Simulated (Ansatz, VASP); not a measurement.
## SnO2 in two plane-wave programs

One calculation is typed for both programs; each brings its own data sets. How far apart do they land? The cell is taken from a series of runs on this material, whose earlier steps may have relaxed, scaled, displaced or heated it; both programs get it as it stands.

Method: plane waves, with VASP 6.6.1 beside it; single point at HSE06, in Ansatz 0.2.0.

### Step 1. Set-up

The structure is orthorhombic, space group Pnnm (No. 58). Conventional cell: a = 4.788 Å, b = 4.867 Å, c = 3.241 Å, α = 90.00°, β = 90.00°, γ = 90.00°. Sn has 6 O at 2.09 to 2.10 Å nearest. Nearest to O lie 3 Sn at 2.09 to 2.10 Å. Farther neighbours and most contacts between anions are not listed.

### Step 2. VASP: single point, HSE06

With cell and atoms fixed, the geometry can't cause a difference; cores, projectors, grids and the points listed under the comparison can.

Lines of VASP's logs that name or quote its potential files are left out, and so is its time.

The run reads the wave functions of an earlier VASP run, which isn't shown here.

INCAR

```
SYSTEM = SnO2
PREC = Accurate
ENCUT = 520
EDIFF = 1E-06
NELM = 100
ISMEAR = 0
SIGMA = 0.01
LREAL = .FALSE.
ALGO = Normal
LHFCALC = .TRUE.
AEXX = 0.25
GGA = PE
HFSCREEN = 0.208
LASPH = .TRUE.
NBANDS = 32
PRECFOCK = Fast
LORBIT = 11
LWAVE = .FALSE.
LCHARG = .FALSE.
KPAR = 8
ISIF = 2
```

POSCAR

```
SnO2
1.0
    4.7880040000      0.0000000000      0.0000000000
    0.0000000000      4.8665820000      0.0000000000
    0.0000000000      0.0000000000      3.2408980000
Sn O
2 4
Direct
    0.5000000000      0.5000000000      0.5000000000
    0.0000000000      0.0000000000      0.0000000000
    0.2918550000      0.3210420000      0.0000000000
    0.7918550000      0.1789580000      0.5000000000
    0.2081450000      0.8210420000      0.5000000000
    0.7081450000      0.6789580000      0.0000000000
```

KPOINTS

```
Automatic mesh
0
Gamma
4 4 4
0 0 0
```

PAW data sets: Sn_d and O (PBE family, release 64).

The run is started by

```sh
> mpirun -np 8 vasp_std
```

Numbers of over 12 decimals in the logs are rounded to 6 here.

Log:

```text
[banner, memory and clock lines left out]
running    8 mpi-ranks, on    1 nodes
 distrk:  each k-point on    1 cores,    8 groups
 distr:  one band on    1 cores,    1 groups

 POSCAR found type information on POSCAR SnO
 POSCAR found :  2 types and       6 ions
|                                                                             |
|           W    W    AA    RRRRR   N    N  II  N    N   GGGG   !!!           |
|           W    W   A  A   R    R  NN   N  II  NN   N  G    G  !!!           |
|           W    W  A    A  R    R  N N  N  II  N N  N  G       !!!           |
|           W WW W  AAAAAA  RRRRR   N  N N  II  N  N N  G  GGG   !            |
|           WW  WW  A    A  R   R   N   NN  II  N   NN  G    G                |
|           W    W  A    A  R    R  N    N  II  N    N   GGGG   !!!           |
|                                                                             |
|     For optimal performance we recommend to set                             |
|       NCORE = 2 up to number-of-cores-per-socket                            |
|     NCORE specifies how many cores store one orbital (NPAR=cpu/NCORE).      |
|     This setting can greatly improve the performance of VASP for DFT.       |
|     The default, NCORE=1 might be grossly inefficient on modern             |
|     multi-core architectures or massively parallel machines. Do your        |
|     Unfortunately you need to use the default for GW and RPA                |
|     calculations (for HF NCORE is supported but not extensively tested      |
|     yet).                                                                   |
|                                                                             |

 LDA part: xc-table for (Slater+PW92), standard interpolation
 found WAVECAR, reading the header
 POSCAR, INCAR and KPOINTS ok, starting setup
 FFT: planning ... GRIDC
 FFT: planning ... GRID_SOFT
 FFT: planning ... GRID
 reading WAVECAR
 the WAVECAR file was read successfully
 initial charge from wavefunction
 entering main loop
       N       E                     dE             d eps       ncg     rms          rms(c)
DAV:   1    -0.472374859047E+02   -0.47237E+02   -0.11767E+00  1936   0.957E+00    0.134E+00
DAV:   2    -0.472599636461E+02   -0.22478E-01   -0.10129E-01  2144   0.246E+00    0.114E+00
DAV:   3    -0.472555138885E+02    0.44498E-02   -0.95140E-03  2840   0.110E+00    0.769E-01
DAV:   4    -0.472547526317E+02    0.76126E-03   -0.20539E-03  2560   0.355E-01    0.461E-01
DAV:   5    -0.472543893365E+02    0.36330E-03   -0.24495E-04  2128   0.150E-01    0.268E-01
DAV:   6    -0.472542762017E+02    0.11313E-03   -0.95545E-05  2056   0.841E-02    0.157E-01
DAV:   7    -0.472542430640E+02    0.33138E-04   -0.20218E-05  2744   0.469E-02    0.945E-02
DAV:   8    -0.472542333686E+02    0.96954E-05   -0.67237E-06  2184   0.300E-02    0.570E-02
DAV:   9    -0.472542312220E+02    0.21466E-05   -0.27597E-06  1792   0.179E-02    0.343E-02
DAV:  10    -0.472542309658E+02    0.25626E-06   -0.12537E-06  1304   0.110E-02
   1 F= -.47254231E+02 E0= -.47254231E+02  d E =-.256633E-67
```

Parts of OUTCAR (step 2):

```text
ion  position               nearest neighbor table
   1  0.500  0.500  0.500-   3 2.09   6 2.09   3 2.09   6 2.09   5 2.10   4 2.10
   2  0.000  0.000  0.000-   4 2.09   5 2.09   4 2.09   5 2.09   3 2.10   6 2.10
   3  0.292  0.321  0.000-   1 2.09   1 2.09   2 2.10
   4  0.792  0.179  0.500-   2 2.09   2 2.09   1 2.10
   5  0.208  0.821  0.500-   2 2.09   2 2.09   1 2.10
   6  0.708  0.679  0.000-   1 2.09   1 2.09   2 2.10

  LATTYP: Found a simple orthorhombic cell.
 ALAT       =     3.2408980000
 B/A-ratio  =     1.4773695439
 C/A-ratio  =     1.5016152930

 Subroutine GETGRP returns: Found  8 space group operations
 (whereof  4 operations were pure point group operations)

The static configuration has the point symmetry C_2h.
 The point group associated with its full space group is D_2h.

 Found     27 irreducible k-points:

   k-points           NKPTS =     27   k-points in BZ     NKDIM =     64   number of bands    NBANDS=     32

   dimension x,y,z NGX =    36 NGY =   36 NGZ =   24
   dimension x,y,z NGXF=    72 NGYF=   72 NGZF=   48

   ENCUT  =  520.0 eV  38.22 Ry    6.18 a.u.   8.90  9.05  6.03*2*pi/ulx,y,z

   NELECT =      52.0000    total number of electrons

 k-points in reciprocal lattice and weights: Automatic mesh
   0.00000000  0.00000000  0.00000000       0.016
   0.25000000  0.00000000  0.00000000       0.031
   0.50000000  0.00000000  0.00000000       0.016
   0.00000000  0.25000000  0.00000000       0.031
   0.25000000  0.25000000  0.00000000       0.062
   0.50000000  0.25000000  0.00000000       0.031
   0.00000000  0.50000000  0.00000000       0.016
   0.25000000  0.50000000  0.00000000       0.031
   0.50000000  0.50000000  0.00000000       0.016
[...]
0.25000000  0.50000000  0.50000000       0.031
   0.50000000  0.50000000  0.50000000       0.016

  exchange ACFDT corr.  =         0.00000000  see jH, gK, PRB 81, 115126

 average (electrostatic) potential at core
       1 -94.2039       2 -94.2039       3 -62.2578       4 -62.2578       5 -62.2578
       6 -62.2578

 E-fermi :   4.2465

 k-point     1 :       0.0000    0.0000    0.0000
  band No.  band energies     occupation
    ...
     22       3.1426      2.00000
     23       3.1820      2.00000
     24       3.5418      2.00000
     25       3.5590      2.00000
     26       4.1256      2.00000
     27       6.5404      0.00000
     28      11.8425      0.00000
     29      12.0241      0.00000
     30      12.1955      0.00000
     31      16.3830      0.00000
    ...

 k-point     2 :       0.2500    0.0000    0.0000
  band No.  band energies     occupation
    ...
     22       2.6898      2.00000
     23       3.1950      2.00000
     24       3.1968      2.00000
     25       3.5769      2.00000
     26       3.9789      2.00000
     27       7.7931      0.00000
     28      11.2333      0.00000
     29      12.2608      0.00000
     30      12.4708      0.00000
     31      16.9562      0.00000
    ...

 k-point     3 :       0.5000    0.0000    0.0000
  band No.  band energies     occupation
    ...
     22       2.4592      2.00000
     23       3.2162      2.00000
     24       3.2162      2.00000
     25       3.6903      2.00000
     26       3.6903      2.00000
     27       9.7855      0.00000
     28       9.7855      0.00000
     29      12.6329      0.00000
     30      12.6329      0.00000
     31      16.8767      0.00000
    ...

  Total       -3.7432132     -3.9086772     -5.0629147      0.0000000      0.0000000      0.0000000
  in kB      -79.4165904    -82.9271002   -107.4155801      0.0000000      0.0000000      0.0000000
  external PRESSURE =     -89.9197569 kB  Pullay stress =       0.0000000 kB

  energy-cutoff  :      520.00
  volume of cell :       75.52
      direct lattice vectors                 reciprocal lattice vectors
     4.788004000  0.000000000  0.000000000     0.208855298  0.000000000  0.000000000
     0.000000000  4.866582000  0.000000000     0.000000000  0.205483027  0.000000000
     0.000000000  0.000000000  3.240898000     0.000000000  0.000000000  0.308556456

 POSITION                                       TOTAL-FORCE (eV/Angst)
 -----------------------------------------------------------------------------------
      2.39400      2.43329      1.62045         0.000000     -0.000000      0.000000
      0.00000      0.00000      0.00000         0.000000     -0.000000      0.000000
      1.39740      1.56238      0.00000         0.171196     -0.025894      0.000000
      3.79140      0.87091      1.62045         0.171196      0.025894      0.000000
      0.99660      3.99567      1.62045        -0.171196     -0.025894     -0.000000
      3.39060      3.30420      0.00000        -0.171196      0.025894     -0.000000
 -----------------------------------------------------------------------------------
    total drift:                                0.000005     -0.000022      0.000006

  FREE ENERGIE OF THE ION-ELECTRON SYSTEM (eV)
  ---------------------------------------------------
  free  energy   TOTEN  =       -47.2542309658 eV

  energy  without entropy=      -47.2542309658  energy(sigma->0) =      -47.25423097

 total charge
# of ion       s       p       d       tot
------------------------------------------
    1        0.847   1.026  10.340  12.213
    2        0.847   1.026  10.340  12.213
    3        1.561   3.512   0.000   5.073
    4        1.561   3.512   0.000   5.073
    5        1.561   3.512   0.000   5.073
    6        1.561   3.512   0.000   5.073
--------------------------------------------------
tot          7.939  16.099  20.680  44.717

[... 3 further parts left out ...]
```

The run ends at a pressure of -8.99 GPa, with forces up to 0.17 eV/Å.

(Part 1 of 2 ends here.)

[Lines on the potential files, build, host, timing and source positions are cut from VASP's logs without a mark.]

[Logs are printed without paths, hosts, clocks, repeated set-up lines and the standing remarks that a program may print on its own settings, such as how far it seeks lower states.]

[Hosts, paths, dates, database ids (printed as entryN), source tags and the programs' standing remarks are cut or masked in the printed files.]
